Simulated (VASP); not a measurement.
GaAs:

```
Ga As
1.0
     0.00000    2.83140    2.83140
     2.83140    0.00000    2.83140
     2.83140    2.83140    0.00000
Ga As
1 1
Direct
  0.00000 0.00000 0.00000
  0.75000 0.75000 0.75000
```

The cell is a database's computed one.

Program: VASP 6.6.1. Alike in all runs: task band structure; potentials or basis VASP PAW PBE potentials, release 64 (Ga_d, As); no spin polarisation; cell as given; k mesh 10 × 10 × 10; cutoff (eV) 520; smearing gaussian 0.02 eV.

Task: Order these runs on this cell by their band gap on the k mesh, lowest first.
A. level r2SCAN; further INCAR settings ALGO = Normal; EDIFF = 1e-06
B. level TB-mBJ; further INCAR settings ALGO = Normal; EDIFF = 1e-06
C. level PBEsol; further INCAR settings ALGO = Fast; EDIFF = 1e-06

Result: C (0.42 eV), A (0.96 eV), B (1.55 eV).

